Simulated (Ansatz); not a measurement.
Cr: from a trial structure to a relaxed crystal

Method: Ansatz 0.2.0, DFT PBEsol, scalar-relativistic, plane waves, PAW. Cutoff 420 eV, Γ-centred k mesh, Gaussian smearing, no spin polarisation in the final step.

Cr was placed on the alpha-gallium structure type (Cmce, No. 64), at a guessed volume.

```
Cr
1.0
     2.01021   -3.40693    0.00000
     2.01021    3.40693    0.00000
     0.00000    0.00000    4.02577
Cr
4
Direct
  0.15250 0.84750 0.07850
  0.65250 0.34750 0.42150
  0.84750 0.15250 0.92150
  0.34750 0.65250 0.57850
```

Steps on the 6×6×4 mesh (4 atoms). 12 of 21 steps are shown, and the free energy counts from the last. Trial steps that were taken back and renewals of the plane-wave basis can be among the rows.

```
step  ΔF (meV/atom) V (Å³/atom) P (GPa) largest force component (eV/Å)
   1          581.6        13.79    -8.54                           0.692
   3          435.5        12.80    -0.50                           0.202
   5          306.7        12.27     1.61                           0.524
   6          181.4        12.00     0.92                           0.437
   8           73.8        11.46     1.85                           0.319
  10           77.9        11.31     6.91                           0.856
  12           55.6        11.32     2.62                           0.076
  14           54.2        11.43     0.01                           0.002
  16            4.3        11.55     1.66                           0.146
  17            1.1        11.64    -0.55                           0.074
  19            0.3        11.62    -0.16                           0.016
  21            0.0        11.61     0.09                           0.002
```

A final relaxation ran on a 26×26×26 mesh. The relaxed crystal, Fmmm (No. 69):

Space group Fmmm (No. 69). a = 2.736 Å, b = 3.936 Å, c = 8.619 Å, α = 90.00°, β = 90.00°, γ = 90.00°
```
atom site symmetry x y z
  Cr    8i mm2  0.0000  0.0000  0.1313
```

For Cr, the volume per atom is 11.60 Å³ and the density is 7.44 g/cm³. The energy over the standard structure is 0.50 eV/atom and the gap on the 26×26×26 mesh is 0 eV (a metal).

Energies count from the standard state of Cr at the same level.

The final run used a 26×26×26 mesh on its 2-atom cell and 0.10 eV smearing. The k mesh leaves about 4 meV/atom of noise in metals.

A structure relaxed within its symmetry needn't be a true minimum.